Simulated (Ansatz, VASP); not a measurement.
# One calculation of Ag, two programs

```
Ag
1.0
     2.75145    0.00000    0.00000
     0.00000    2.75145    0.00000
     0.00000    0.00000    2.75145
Ag
1
Direct
  0.00000 0.00000 0.00000
```

Alike in both runs: functional PBE; k mesh 12 × 12 × 12; occupations fermi-dirac, width 0.05 eV; no spin polarisation.

Ansatz relaxed the structure, and its values are those at the end. VASP's run is a single point on that final structure, the one shown.

|  | VASP | Ansatz |
| --- | --- | --- |
| version | VASP 6.6.1 | Ansatz 0.2.0 |
| potentials or method | VASP PAW PBE potentials, release 64 (Ag) | PAW with Ansatz's default frozen-core files, scalar-relativistic |
| plane-wave cutoff (eV) | 520 | 420 |
| valence electrons in the cell | 11 | 19 |

```tsv
	VASP	Ansatz	Ansatz less VASP
pressure (GPa)	-0.1	0.0	+0.10
```

The two sets of potentials don't hold the same shells in valence.
